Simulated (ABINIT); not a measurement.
Ag:

```
Ag
1.0
     0.00000    2.04275    2.04275
     2.04275    0.00000    2.04275
     2.04275    2.04275    0.00000
Ag
1
Direct
  0.00000 0.00000 0.00000
```

Base run:

| Quantity | Value |
| --- | --- |
| Program | ABINIT 10.8.3 (patched build) |
| Functional | WC |
| Potentials or basis | JTH PAW PBE v2.0 |
| Cutoff | 463 eV |
| k mesh | 11 × 11 × 11 |
| Occupations | fermi-dirac, width 0.05 eV |
| Spin | no spin polarisation |

Its results: band gap on the k mesh none (metal or under the smearing width); pressure -2.3 GPa.

The run is repeated on the same cell with these changes: functional from WC to BP86. What comes out?

Band gap on the k mesh none (metal or under the smearing width); pressure 4.7 GPa.

Caveats: the PAW data sets were made with another functional, which shifts forces and pressure a little.
